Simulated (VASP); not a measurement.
Input of a VASP 6.6.1 run:

POSCAR

```
C
1.0
    2.4560000000      0.0000000000      0.0000000000
   -1.2280000000      2.1269583900      0.0000000000
    0.0000000000      0.0000000000      6.6960000000
C
4
Direct
    0.0000000000      0.0000000000      0.7500000000
    0.0000000000      0.0000000000      0.2500000000
    0.3333333300      0.6666666700      0.7500000000
    0.6666666700      0.3333333300      0.2500000000
```

Contents of INCAR.step1:

```
PREC = Accurate
ENCUT = 600
EDIFF = 1E-8
ISMEAR = 0
SIGMA = 0.02
LREAL = F
LASPH = T
NELM = 60
ALGO = Fast
ISIF = 3
LWAVE = F
LCHARG = F
GGA = PE
IVDW = 12
IBRION = 2
NSW = 40
EDIFFG = -0.002
```

INCAR.step2

```
PREC = Accurate
ENCUT = 600
EDIFF = 1E-8
ISMEAR = 0
SIGMA = 0.02
LREAL = F
LASPH = T
NELM = 60
ALGO = Fast
ISIF = 2
LWAVE = F
LCHARG = F
GGA = PE
IVDW = 12
IBRION = 6
NFREE = 2
POTIM = 0.015
NSW = 1
```

KPOINTS

```
Automatic mesh
0
Gamma
  12 12 4
```

Potentials or basis: VASP PAW PBE potentials, release 64 (C).

The run is started by

```sh
$ cat potpaw_PBE.64/C/POTCAR > POTCAR
$ cp INCAR.step1 INCAR
$ mpirun -np 1 vasp_std > vasp.out
$ cp CONTCAR POSCAR
$ cp INCAR.step2 INCAR
$ mpirun -np 1 vasp_std > vasp.out
```

Task: Estimate the highest phonon frequency at Γ.

Result: 1519 cm⁻¹.

Task: Estimate the most unstable mode.

Result: 48i cm⁻¹.

Task: What does it give for the relaxed cell?

Result: a = 2.465 Å, b = 2.465 Å, c = 6.672 Å, α = 90.00°, β = 90.00°, γ = 120.00°.

Phonon frequencies in cm⁻¹ (negative: imaginary):
| q point | frequencies |
| --- | --- |
| (0.000, 0.000, 0.000) | -48 -48 0 0 0 92 855 869 1516 1516 1519 1519 |

Caveat: some modes are imaginary.
